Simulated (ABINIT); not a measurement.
# Au (Pm-3m) in ABINIT: convergence with k mesh

Aim: find how far k mesh must go before the results for Au settle, at PBEsol. This setting moves, with any that are tied to it; all else stays.

All numbers are computed with ABINIT 10.8.3 (patched build); they aren't measurements. Logs are shortened: lines on timing, memory, paths and dates and some standing lists are left out, and cuts for length are marked. The log counts tension as positive stress, the text compression.

### Step 1. The structure

The structure is cubic, space group Pm-3m (No. 221). The conventional cell has a = 2.748 Å, b = 2.748 Å, c = 2.748 Å, α = 90.00°, β = 90.00°, γ = 90.00°. Around Au (site symmetry m-3m) lie 6 Au at 2.75 Å.

The cell was built by a generator and needn't be a form met in nature.

### Step 2. With k mesh 2 × 2 × 2

Input file run.abi:

```
# Pseudopotentials
pp_dirpath "./"
pseudos "Au.upf"

# Structure
acell 2.74841 2.74841 2.74841 Angstrom
rprim
     1.0000000000     0.0000000000     0.0000000000
     0.0000000000     1.0000000000     0.0000000000
     0.0000000000     0.0000000000     1.0000000000
ntypat 1
znucl 79
natom 1
typat 1
xred
     0.5000000000     0.5000000000     0.5000000000

# Plane-wave basis
ecut 38.0

# k points
kptopt 1
ngkpt 2 2 2
nshiftk 1
shiftk 0.0 0.0 0.0

# Exchange and correlation
ixc -116133

# Bands and occupations
nband 14
occopt 4
tsmear 0.1 eV

# SCF cycle
nstep 100
tolvrs 1.0e-10

# Output
iomode 3
prtwf 0
prtden 0
prteig 0
prtebands 0
enunit 2
```

Potentials or basis: PseudoDojo NC SR PBEsol v0.4.1 standard.

Command:

```console
> abinit run.abi > log 2>&1
```

run.abo:

```text
.Version 10.8.3 of ABINIT
 Symmetries : space group Pm -3 m (#221); Bravais cP (primitive cubic)
================================================================================
 Values of the parameters that define the memory need of the present run
     intxc =       0    ionmov =       0      iscf =       7    lmnmax =       7
     lnmax =       7     mgfft =      30  mpssoang =       4    mqgrid =    3001
     natom =       1  nloc_mem =       1    nspden =       1   nspinor =       1
    nsppol =       1      nsym =      48    n1xccc =    2501    ntypat =       1
    occopt =       4   xclevel =       2
       mpw =         798          nfft =       27000          nkpt =           4
================================================================================
================================================================================

--------------------------------------------------------------------------------
------------- Echo of variables that govern the present computation ------------
--------------------------------------------------------------------------------
 -outvars: echo values of preprocessed input variables --------
            acell      5.1937421817E+00  5.1937421817E+00  5.1937421817E+00 Bohr
              amu      1.96966540E+02
             ecut      3.80000000E+01 Hartree
           enunit           2
              ixc     -116133
         kptrlatt        2    0    0      0    2    0      0    0    2
          kptrlen      1.03874844E+01
            natom           1
            nband          14
            ngfft          30      30      30
             nkpt           4
            nstep         100
             nsym          48
           ntypat           1
           occopt           4
           prtden           0
        prtebands           0
           prteig           0
            prtwf           0
          spgroup         221
           tolvrs      1.00000000E-10
           tsmear      3.67493222E-03 Hartree
            typat      1
           xangst      1.3742050000E+00  1.3742050000E+00  1.3742050000E+00
            xcart      2.5968710909E+00  2.5968710909E+00  2.5968710909E+00
             xred      5.0000000000E-01  5.0000000000E-01  5.0000000000E-01
            znucl       79.00000

================================================================================

 chkinp: Checking input parameters for consistency.

================================================================================
== DATASET  1 ==================================================================

--- !DatasetInfo
iteration_state: {dtset: 1, }
dimensions: {natom: 1, nkpt: 4, mband: 14, nsppol: 1, nspinor: 1, nspden: 1, mpw: 798, }
cutoff_energies: {ecut:  38.0, pawecutdg:  -1.0, }
electrons: {nelect:   1.90000000E+01, charge:   0.00000000E+00, occopt:   4.00000000E+00, tsmear:   3.67493222E-03, }
meta: {optdriver: 0, ionmov: 0, optcell: 0, iscf: 7, paral_kgb: 0, }
...

 Real(R)+Recip(G) space primitive vectors, cartesian coordinates (Bohr,Bohr^-1):
 R(1)=  5.1937422  0.0000000  0.0000000  G(1)=  0.1925394  0.0000000  0.0000000
[... 58 lines left out ...]
- [  0.00000000E+00,   0.00000000E+00,  -4.43996549E-04, ]
pressure_GPa:   1.3063E+01
xred      :
- [  5.0000E-01,   5.0000E-01,   5.0000E-01, Au]
cartesian_forces: # hartree/bohr
- [ -0.00000000E+00,  -0.00000000E+00,  -0.00000000E+00, ]
force_length_stats: {min:   0.00000000E+00, max:   0.00000000E+00, mean:   0.00000000E+00, }
...

 Integrated electronic density in atomic spheres:
 ------------------------------------------------
 Atom  Sphere_radius  Integrated_density
    1        2.00000         15.60681253
================================================================================

 ----iterations are completed or convergence reached----

 Mean square residual over all n,k,spin=   65.968E-10; max=  36.942E-08
 reduced coordinates (array xred) for    1 atoms
       0.500000000000      0.500000000000      0.500000000000
 rms dE/dt=  0.0000E+00; max dE/dt=  0.0000E+00; dE/dt below (all hartree)
    1       0.000000000000      0.000000000000      0.000000000000

 cartesian coordinates (angstrom) at end:
    1      1.37420500000000     1.37420500000000     1.37420500000000

 cartesian forces (hartree/bohr) at end:
    1     -0.00000000000000    -0.00000000000000    -0.00000000000000
 frms,max,avg= 0.0000000E+00 0.0000000E+00   0.000E+00  0.000E+00  0.000E+00 h/b

 cartesian forces (eV/Angstrom) at end:
    1     -0.00000000000000    -0.00000000000000    -0.00000000000000
 frms,max,avg= 0.0000000E+00 0.0000000E+00   0.000E+00  0.000E+00  0.000E+00 e/A
 length scales=  5.193742181706  5.193742181706  5.193742181706 bohr
              =  2.748410000000  2.748410000000  2.748410000000 angstroms
 Fermi (or HOMO) energy (hartree) =   0.37502   Average Vxc (hartree)=  -0.45747
 Eigenvalues (hartree) for nkpt=   4  k points:
 kpt#   1, nband= 14, wtk=  0.12500, kpt=  0.0000  0.0000  0.0000 (reduced coord)
  -3.51505   -1.72359   -1.72359   -1.72359    0.04276    0.12659    0.12659    0.28481
   0.28481    0.28481    0.83747    0.83747    0.83747    1.00888
      occupation numbers for kpt#   1
   2.00000    2.00000    2.00000    2.00000    2.00000    2.00000    2.00000    2.00000
   2.00000    2.00000    0.00000    0.00000    0.00000    0.00000
 prteigrs : prtvol=0 or 1, do not print more k-points.

 Fermi (or HOMO) energy (eV) =  10.20469   Average Vxc (eV)= -12.44827
 Eigenvalues (   eV  ) for nkpt=   4  k points:
 kpt#   1, nband= 14, wtk=  0.12500, kpt=  0.0000  0.0000  0.0000 (reduced coord)
 -95.64932  -46.90116  -46.90116  -46.90116    1.16351    3.44459    3.44459    7.75010
   7.75010    7.75010   22.78871   22.78871   22.78871   27.45291
 prteigrs : prtvol=0 or 1, do not print more k-points.

--- !EnergyTerms
iteration_state     : {dtset: 1, }
comment             : Components of total free energy in Hartree
kinetic             :  4.26985471167189E+01
hartree             :  3.15845860028139E+01
xc                  : -2.51118704072107E+01
Ewald energy        : -9.86056252176193E+01
psp_core            :  4.36946602588267E+00
local_psp           : -1.04643221857777E+02
non_local_psp       :  2.37288883105880E+00
internal            : -1.47335229506133E+02
'-kT*entropy'       :  1.14837066853558E-15
total_energy        : -1.47335229506133E+02
total_energy_eV     : -4.00919583773165E+03
band_energy         : -1.50083129321122E+01
...

 Cartesian components of stress tensor (hartree/bohr^3)
  sigma(1 1)= -4.43996549E-04  sigma(3 2)=  0.00000000E+00
  sigma(2 2)= -4.43996549E-04  sigma(3 1)=  0.00000000E+00
  sigma(3 3)= -4.43996549E-04  sigma(2 1)=  0.00000000E+00

-Cartesian components of stress tensor (GPa)         [Pressure=  1.3063E+01 GPa]
- sigma(1 1)= -1.30628295E+01  sigma(3 2)=  0.00000000E+00
- sigma(2 2)= -1.30628295E+01  sigma(3 1)=  0.00000000E+00
- sigma(3 3)= -1.30628295E+01  sigma(2 1)=  0.00000000E+00

== END DATASET(S) ==============================================================
================================================================================

 -outvars: echo values of variables after computation  --------
            acell      5.1937421817E+00  5.1937421817E+00  5.1937421817E+00 Bohr
           etotal     -1.4733522951E+02
            fcart     -0.0000000000E+00 -0.0000000000E+00 -0.0000000000E+00
           strten     -4.4399654857E-04 -4.4399654857E-04 -4.4399654857E-04
                       0.0000000000E+00  0.0000000000E+00  0.0000000000E+00
           xangst      1.3742050000E+00  1.3742050000E+00  1.3742050000E+00
             xred      5.0000000000E-01  5.0000000000E-01  5.0000000000E-01
 Calculation completed.
```

It took 2.2 s on 1 thread of Arm Neoverse V1, shared host; peak memory 0.06 GiB.

What came out:

```yaml
Free_energy: -4009.1958 eV
Pressure: 13.1 GPa
Band_gap_on_the_k_mesh: none (metal or under the smearing width)
Valence_electrons_inside_the_program's_atomic_spheres: Au 15.61 (radii [1.0584] Å)
```

### Step 3. With k mesh 3 × 3 × 3

Edit run.abi of step 2 so:

```diff
@@ -22,3 +22,3 @@
 kptopt 1
-ngkpt 2 2 2
+ngkpt 3 3 3
 nshiftk 1
```

Potentials or basis: PseudoDojo NC SR PBEsol v0.4.1 standard.

Command:

```console
> abinit run.abi > log 2>&1
```

Wall time 3.3 s (1 thread of Arm Neoverse V1, shared host); peak memory 0.06 GiB.

It converged, with:

* Free energy: -4010.7269 eV
* Pressure: -1.3 GPa
* Band gap on the k mesh: none (metal or under the smearing width)
* Valence electrons inside the program's atomic spheres: Au 15.60 (radii [1.0584] Å)

### Step 4. With k mesh 4 × 4 × 4

Edit run.abi of step 3 so:

```diff
@@ -22,3 +22,3 @@
 kptopt 1
-ngkpt 3 3 3
+ngkpt 4 4 4
 nshiftk 1
```

Command:

```console
> abinit run.abi > log 2>&1
```

Wall time 5 s (1 thread of Arm Neoverse V1, shared host); peak memory 0.06 GiB.

Results (log left out):

| Quantity | Value |
| --- | --- |
| Free energy | -4011.3935 eV |
| Pressure | -9.7 GPa |
| Band gap on the k mesh | none (metal or under the smearing width) |
| Valence electrons inside the program's atomic spheres | Au 15.56 (radii [1.0584] Å) |

### Step 5. With k mesh 6 × 6 × 6

Edit run.abi of step 4 so:

```diff
@@ -22,3 +22,3 @@
 kptopt 1
-ngkpt 4 4 4
+ngkpt 6 6 6
 nshiftk 1
```

Command:

```console
> abinit run.abi > log 2>&1
```

Run time: 10 s. Hardware: 1 thread of Arm Neoverse V1, shared host; peak memory 0.06 GiB.

Results (log left out):

```yaml
Free_energy: -4011.3070 eV
Pressure: -9.1 GPa
Band_gap_on_the_k_mesh: none (metal or under the smearing width)
Valence_electrons_inside_the_program's_atomic_spheres: Au 15.55 (radii [1.0584] Å)
```

### Step 6. With k mesh 8 × 8 × 8

Edit run.abi of step 5 so:

```diff
@@ -22,3 +22,3 @@
 kptopt 1
-ngkpt 6 6 6
+ngkpt 8 8 8
 nshiftk 1
```

Potentials or basis: PseudoDojo NC SR PBEsol v0.4.1 standard.

Command:

```console
> abinit run.abi > log 2>&1
```

Wall time 17 s (1 thread of Arm Neoverse V1, shared host); peak memory 0.06 GiB.

It converged, with:

```yaml
Free_energy: -4011.2675 eV
Pressure: -6.3 GPa
Band_gap_on_the_k_mesh: none (metal or under the smearing width)
Valence_electrons_inside_the_program's_atomic_spheres: Au 15.58 (radii [1.0584] Å)
```

### Step 7. With k mesh 9 × 9 × 9

Edit run.abi of step 6 so:

```diff
@@ -22,3 +22,3 @@
 kptopt 1
-ngkpt 8 8 8
+ngkpt 9 9 9
 nshiftk 1
```

Command:

```console
> abinit run.abi > log 2>&1
```

Wall time 17 s (1 thread of Arm Neoverse V1, shared host); peak memory 0.06 GiB.

Results (log left out):

| Item | Value |
| --- | --- |
| Free energy | -4011.2650 eV |
| Pressure | -7.1 GPa |
| Band gap on the k mesh | none (metal or under the smearing width) |
| Valence electrons inside the program's atomic spheres | Au 15.57 (radii [1.0584] Å) |

### Step 8. With k mesh 10 × 10 × 10

Edit run.abi of step 7 so:

```diff
@@ -22,3 +22,3 @@
 kptopt 1
-ngkpt 9 9 9
+ngkpt 10 10 10
 nshiftk 1
```

Command:

```console
> abinit run.abi > log 2>&1
```

Wall time 26 s (1 thread of Arm Neoverse V1, shared host); peak memory 0.07 GiB.

It converged, with:

```
Free energy                                           : -4011.2510 eV
Pressure                                              : -6.5 GPa
Band gap on the k mesh                                : none (metal or under the smearing width)
Valence electrons inside the program's atomic spheres : Au 15.57 (radii [1.0584] Å)
```

### Step 9. With k mesh 12 × 12 × 12

Edit run.abi of step 8 so:

```diff
@@ -22,3 +22,3 @@
 kptopt 1
-ngkpt 10 10 10
+ngkpt 12 12 12
 nshiftk 1
```

Potentials or basis: PseudoDojo NC SR PBEsol v0.4.1 standard.

Command:

```console
> abinit run.abi > log 2>&1
```

Wall time 39 s (1 thread of Arm Neoverse V1, shared host); peak memory 0.08 GiB.

Results (log left out):

| Property | Result |
| --- | --- |
| Free energy | -4011.2605 eV |
| Pressure | -7.0 GPa |
| Band gap on the k mesh | none (metal or under the smearing width) |
| Valence electrons inside the program's atomic spheres | Au 15.57 (radii [1.0584] Å) |

### Step 10. With k mesh 15 × 15 × 15

Edit run.abi of step 9 so:

```diff
@@ -22,3 +22,3 @@
 kptopt 1
-ngkpt 12 12 12
+ngkpt 15 15 15
 nshiftk 1
```

Command:

```console
> abinit run.abi > log 2>&1
```

Run time: 56 s. Hardware: 1 thread of Arm Neoverse V1, shared host; peak memory 0.09 GiB.

The run converged. Its results:

```yaml
Free_energy: -4011.2623 eV
Pressure: -6.7 GPa
Band_gap_on_the_k_mesh: none (metal or under the smearing width)
Valence_electrons_inside_the_program's_atomic_spheres: Au 15.57 (radii [1.0584] Å)
```

### Step 11. Result

```csv
k mesh,energy less the tightest run (meV/atom),pressure (GPa),SCF cycles,CPU time (s),peak memory (GiB)
2 × 2 × 2,2066.43,13.06,8,2.2,0.06
3 × 3 × 3,535.34,-1.29,10,3.3,0.06
4 × 4 × 4,-131.27,-9.72,8,5,0.06
6 × 6 × 6,-44.76,-9.13,9,10,0.06
8 × 8 × 8,-5.22,-6.33,8,17,0.06
9 × 9 × 9,-2.73,-7.11,8,17,0.06
10 × 10 × 10,11.28,-6.52,8,26,0.07
12 × 12 × 12,1.81,-6.96,8,39,0.08
15 × 15 × 15,0.00,-6.71,8,56,0.09
```

Not settled before the last step: the energy (to 1 meV/atom), the pressure (to 0.1 GPa). Meshes of other sizes hit other points, so gaps and Fermi surfaces needn't settle smoothly. The tightest run that finished is the yardstick and may itself not be fully converged.
